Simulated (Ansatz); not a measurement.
**Ba: a film clamped to a substrate**

Level of theory: DFT PBE, scalar-relativistic, plane waves, PAW in Ansatz. The runs took a 420 eV cutoff, a Γ-centred 14×14×14 mesh and Gaussian smearing (0.15 eV). No spin polarisation. Energies are free energies at this smearing, counted from the undisturbed cell; pressure is positive in compression.

Zero of the scan (as given, not relaxed at this level; it stands at 0.1 GPa):

```
CELL_PARAMETERS angstrom
-2.50000 2.50000 2.50000
2.50000 -2.50000 2.50000
2.50000 2.50000 -2.50000
ATOMIC_POSITIONS crystal
Ba 0.00000 0.00000 0.00000
```

The cell (1 atom, V0 = 62.50 Å³) is strained by p along both x and y and by q along z, fractional coordinates fixed. τp = (1/V0) ∂E/∂p = (σxx + σyy)(1 + p)(1 + q) and τq = (1/V0) ∂E/∂q = σzz(1 + p)², with tension positive.

| p | q | ΔE (meV/atom) | τp (GPa) | τq (GPa) |
| --- | --- | --- | --- | --- |
| 0.000 | 0.000 | 0.00 | -0.22 | -0.11 |
| -0.040 | 0.000 | 16.40 | -1.93 | -0.73 |
| 0.040 | 0.000 | 7.89 | 1.19 | 0.43 |
| 0.000 | -0.040 | 5.87 | -0.81 | -0.66 |
| 0.000 | 0.040 | 1.72 | 0.35 | 0.31 |

Q: Get the second derivatives of the energy density.

A: Central differences give A = ∂τp/∂p = 39 GPa (C11 + C22 + 2 C12), C = ∂τq/∂q = 12.2 GPa (C33) and the cross term B = ∂τq/∂p = 14.6 GPa (C13 + C23); ∂τp/∂q = 14.5 GPa must equal B, and any difference shows higher-order terms. Steps this large leave an error of some per cent of A or C in all of these, which can swamp a small B. The ions are clamped. In a cubic crystal C11 = C = 12.2, C12 = B/2 = 7.3 GPa and A should be 2(C11 + C12) = 39 GPa; the bulk modulus is (C11 + 2 C12)/3 = 8.9 GPa.

Q: A film of this crystal grows with z along the normal on a substrate that imposes p. How does its thickness respond, and what does the misfit cost?

A: Count p and q from the stress-free cell. A free surface needs τq = 0, so q = −(B/C) p = -1.20 p. The energy density left is (A − B²/C) p²/2 = M p², with the biaxial modulus M = 10.8 GPa; a misfit of 1 % costs 0.42 meV/atom, against 0.76 meV/atom if the thickness were held.

In a metal these slopes depend on the k mesh and the smearing.